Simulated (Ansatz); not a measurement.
**Sr(001): from terraces to steps**

All numbers below come from Ansatz 0.2.0, DFT PBEsol, scalar-relativistic, plane waves, PAW.

Cutoff 420 eV, Γ-centred meshes of like density (2×8×1 for the 24-atom cell), Gaussian smearing of 0.10 eV, energies at zero smearing and 0 K, each start's symmetry kept, no spin polarisation.

A (001) slab of relaxed bulk Sr (Fm-3m, 51.76 Å³/atom, gap on the mesh 0.00 eV), 4 planes in a 6×1 cell with the lowest 2 held; added atoms sit on lattice sites of the next plane. A dipole correction is on. The surface energy is the mean of the held and the free face; step energies are per length and the mean of the stripe's two steps, which run along the shortest translation of the plane; step and island energies count from the flat slab and bulk atoms.

The flat slab gives a surface energy of 0.39 J/m² (24.4 meV/Å²); planes follow at h = 2.96 Å, and an atom takes 17.50 Å² of its plane.

Q: Estimate the step energy β from the surface energy and compare with the stripes.

A: A step opens a strip of height h, so a first guess is γh = 24.4 × 2.96 = 72 meV/Å. Computed: 48 meV/Å for the stripe 2 surface cells wide, 47 meV/Å for the stripe 3 surface cells wide, 0.67 and 0.65 of the guess. The step costs less than a free strip of the same face. The two widths differ by 1 meV/Å (before rounding), from step–step interaction and confinement in so narrow a cell, or from the k mesh, which in a metal moves β by several meV/Å. A vicinal face tilted by θ holds tan θ/h steps per length, so its energy per terrace area is γ + (β/h) tan θ for far-apart steps, with β/h = 0.25 J/m².

Slabs of three or four planes are thin, so both faces still feel each other.

Small energy differences in metals hang on the k mesh (about 10 mJ/m² or 1 to 2 meV/atom on the mesh of the relaxation).

Cost: 3 runs of about 85 core-minutes in all, on Arm Neoverse V1 (shared hosts).